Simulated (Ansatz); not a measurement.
Ansatz input file:

```yaml
crystal:
  lattice:
    - [3.4975191502, 0.0, 0.0]
    - [0.0, 3.4975191502, 0.0]
    - [0.0, 0.0, 3.2296826331]
  atoms:
    - { symbol: Ta, position: [0.5, 0.0, 0.7197735624] }
    - { symbol: Ta, position: [0.0, 0.5, 0.2802264376] }
    - { symbol: H, position: [0.0, 0.0, 0.0] }
basis:
  ecutwfc: 420
kpoints:
  mp_grid: { grid: [12, 12, 12] }
hamiltonian:
  xc: pbesol
scf:
  occupations: { method: gaussian, width: 0.1 }
output:
  forces: true
  stress: true
  eigenvalues: true
```

It can be run as
```bash
ansatz run input.yaml --threads 1 --pin off --backend cpu --events-out ev --progress --plain --runs-dir out  # memory cap (--max-ram) not shown
```

Level of theory: Ansatz, DFT PBEsol, scalar-relativistic, plane waves, PAW.

Part of what the program printed, abridged:

```
Pseudopotentials: kind: paw
Pseudopotential: Ta, paw, valence charge 13, recommended cutoff 420 eV (normal)
Pseudopotential: H, paw, valence charge 1, recommended cutoff 420 eV (normal)
Functional definition: PBEsol
Crystal: 3 atoms, lattice volume = 39.508 Å³
Basis set: ecut = 420 eV, 759 PW (Γ), exchange–correlation on 48×48×48 points (8 copies of the dense FFT grid, shifted against one another)
Bands: 18, of which v1, the nominal top of the filled ones, is band 14 counted from 1 (13 counted from 0)
Symmetry: 8 space group operations
Space group: P-4m2 (ITA 115), of the structure as read, at distance tolerance 3.4e-5 Å
k-points: 196 of 1728 (time reversal used)
Initial density: superposition of atomic densities (neutral atoms: chi_scale 0, normalization atom), corrected by the library's trained network
Initial wavefunctions: pseudopotential atomic-orbital guess
Functional: x = pbesol(κ = 0.804, μ = 0.12345679), c = pbesol(β = 0.046)
SCF iter   1: F=—  HF=-19628.884415 eV  |F-HF|=—  |Δ(HF+E_count)|=         —  Δρ=5.58e-3  dr2=1.02e-2  ethr=1.77e-3  ⟨swp⟩=5.3  Hψ=15834  notcnv=0
SCF iter   2: F=—  HF=-19628.882585 eV  |F-HF|=—  |Δ(HF+E_count)|=   1.83e-3  Δρ=3.32e-3  dr2=4.00e-3  ethr=3.78e-5  ⟨swp⟩=1.2  Hψ=5192  notcnv=0
SCF iter   3: F=—  HF=-19628.881591 eV  |F-HF|=—  |Δ(HF+E_count)|=   9.94e-4  Δρ=3.79e-4  dr2=6.46e-5  ethr=1.48e-5  ⟨swp⟩=2.1  Hψ=4336  notcnv=0
SCF iter   4: F=—  HF=-19628.881619 eV  |F-HF|=—  |Δ(HF+E_count)|=   2.78e-5  Δρ=8.66e-5  dr2=3.62e-6  ethr=2.39e-7  ⟨swp⟩=2.5  Hψ=5429  notcnv=0
SCF iter   5: F=—  HF=-19628.881618 eV  |F-HF|=—  |Δ(HF+E_count)|=   1.08e-6  Δρ=2.21e-5  dr2=1.21e-7  ethr=1.34e-8  ⟨swp⟩=2.0  Hψ=4473  notcnv=0
SCF iter   6: F=-19628.881617 eV  HF=-19628.881618 eV  |F-HF|=2.50e-9  |Δ(HF+E_count)|=   3.28e-8  Δρ=4.11e-6  dr2=4.45e-9  ethr=3.70e-10  ⟨swp⟩=5.2  Hψ=12311  notcnv=0
SCF 1 converged in 6 iterations: F = -19628.881617 eV  dr2 = 4.45e-9
SCF converged after 6 iterations
Free energy (F): -19628.881617 eV
Harris-Foulkes:  -19628.881618 eV  (|F-HF|=2.50e-9)
Internal energy: -19628.874532 eV  (E = F + TS)
E sigma→0 (E₀):  -19628.878075 eV
Entropy (-TS):   -0.007086 eV (-2.362 meV/atom)
Fermi energy:    17.193140 eV
--- Per-component energies (eV) ---
  E_band       = -241.676994
  E_kinetic    = 744.789119
  E_local      = -1177.768727  (includes V_loc(G=0)·N_el)
  E_nonlocal   = 35.379078
  E_hartree    = 402.871048
  E_xc         = -442.673719
  E_vxc        = -418.977044  (∫ρ·V_xc dr)
  E_paw        = -16545.355745  (= ΣΔE_a)
  E_vpaw       = -230.838851  (= ΣTr[D̂ρ^β])
  E_aug_tail   = -0.000981  (compensation charges beyond the density's cutoff)
  E_ewald      = -2646.541899
  E_core_change = 0.427293  (= ΣΔE_core)
  E_smearing   = -0.007086  (= −TS)
--- Forces (eV/Å), atoms counted from 1 ---
  atom   1  Ta     0.00000000     0.00000000     1.28966920
  atom   2  Ta     0.00000000     0.00000000    -1.28966920
  atom   3  H      0.00000000     0.00000000     0.00000000
--- Stress (GPa, compression-positive) ---
      -11.474048       0.000000       0.000000
        0.000000     -11.474048       0.000000
        0.000000       0.000000      -0.985190
  P = ⅓ Tr σ = -7.9778 GPa (-79.778 kbar)
--- Band table (eV; the first three rows and the last of 196) ---
  k-point 0: bands = ["-50.1554", "-50.0082", "-16.9312", "-16.9312", "-16.7445", "-16.2308", "-16.2057", "-16.2057", "7.4321", "12.3472", "13.7173", "16.9843", "18.0157", "18.0157", "19.5600", "21.0335", "22.5509", "22.7306"]
  k-point 1: bands = ["-50.1527", "-50.0096", "-16.9200", "-16.9200", "-16.7536", "-16.2584", "-16.2146", "-16.2146", "7.5603", "12.4385", "13.8353", "17.0559", "17.9330", "17.9330", "19.6835", "20.4547", "21.7364", "21.7364"]
  k-point 2: bands = ["-50.1449", "-50.0137", "-16.8877", "-16.8877", "-16.7764", "-16.3351", "-16.2406", "-16.2406", "7.9303", "12.7050", "14.1283", "17.2674", "17.7253", "17.7253", "19.3881", "20.0294", "20.5420", "20.5420"]
  k-point 195: bands = ["-50.0646", "-50.0646", "-16.9093", "-16.7714", "-16.7268", "-16.7268", "-16.5895", "-16.3967", "10.8287", "15.4501", "15.8309", "15.9679", "15.9679", "16.2136", "20.8583", "20.8583", "21.5016", "21.5016"]
```

The run converged.

Spin–orbit coupling is left out, which can shift energies with elements as heavy as these.